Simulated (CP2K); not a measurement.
**Li2Se under changes of volume**

One of the cells (18.045 Å³/atom); the others are scaled copies at fixed shape and fractional positions:

```
Se Li
1.0
     4.24618    0.00000    0.00000
     2.12309    3.67730    0.00000
     2.12309    1.22577    3.46699
Se Li
1 2
Cartesian
  0.0000 0.0000 0.0000
  6.3693 3.6773 2.6002
  2.1231 1.2258 0.8667
```

| Property | Result |
| --- | --- |
| Program | CP2K 2026.2 |
| Functional | LDA |
| Potentials or basis | GTH_POTENTIALS Se GTH-PADE-q6, Li GTH-PADE-q3; DZVP-MOLOPT-PBE-GTH basis |
| Density cutoff | 6123 eV |
| k mesh | 8 × 8 × 8 |
| Occupations | fermi-dirac, width 0.05 eV |
| Spin | no spin polarisation |

```csv
volume (Å³/atom),energy over the lowest point (meV/atom),pressure (GPa),gap on the mesh (eV)
16.962,0.00,-0.6,3.07
17.323,2.15,-1.3,3.09
17.684,?,?,?
18.045,10.95,-2.5,3.12
18.406,17.26,-3.1,3.05
18.767,24.68,-3.5,2.97
19.128,33.12,-4.0,2.90
```

Question: What does the run at 17.684 Å³/atom give?

Answer: Energy over the lowest point 5.88 meV/atom; pressure -2.0 GPa; gap on the mesh 3.11 eV.

Worked out: A Birch-Murnaghan fit of order 3 (a polynomial in V^(-2/3)) to the other rows has its minimum at 16.69 Å³/atom, just outside them, with B0 = V·E''(V) = 38 GPa and B' = 4.1. It gives 5.86 meV/atom at 17.684 Å³/atom, against the run's 5.88, and -dE/dV = -2.0 GPa, against -2.0. A parabola through the other rows of the gap, of slope -0.168 eV per unit of ln V there, gives 3.12 eV, against the run's 3.11.

Energies are extrapolated to zero smearing.

Caveats: the basis of atomic orbitals isn't converged, which shifts pressures, moduli and gaps.

A mesh can miss the band edges. Spin-orbit coupling on Se is left out.
